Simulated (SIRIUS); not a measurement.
**CuAu: single point with revPBE**

Crystal: CuAu.

```
CELL_PARAMETERS angstrom
2.81075 0.00000 0.00000
0.00000 2.81075 0.00000
0.00000 0.00000 3.68500
ATOMIC_POSITIONS crystal
Au 0.00000 0.00000 0.00000
Cu 0.50000 0.50000 0.50000
```

- Program: SIRIUS 7.12.0
- Task: single point
- Functional: revPBE
- Potentials or basis: PseudoDojo 0.4.1 PBE standard (scalar relativistic)
- Cutoff: 1254 eV
- Density cutoff: 5016 eV
- k mesh: 5 × 5 × 4
- Occupations: fermi-dirac, width 0.05 eV
- Spin: no spin polarisation
- Libxc names: ["XC_GGA_X_PBE_R", "XC_GGA_C_PBE"]
- Energy tol: 1e-08 Ha
- Density tol: 1e-06
- Mixer: anderson
- Mixing beta: 0.7
- Max scf: 100
- Radial cutoff for the potentials' integrals: 6.5 bohr

- Pressure: 7.3 GPa
- Band gap on the k mesh: none (metal or under the smearing width)

Stress tensor (GPa, compression positive):
```
7.53 0.00 0.00
0.00 7.53 0.00
0.00 0.00 6.73
```

It took 28 s on 1 thread of AMD EPYC 7R43 64-Core Processor (Zen 3), on a shared host, peak memory 0.23 GiB.

Caveat: the k mesh is coarse (spacing up to 0.45 Å⁻¹), so the values aren't converged; the potentials were made for another functional, which shifts forces and pressure. The run has no spin-orbit coupling, so splittings on Au are missing.
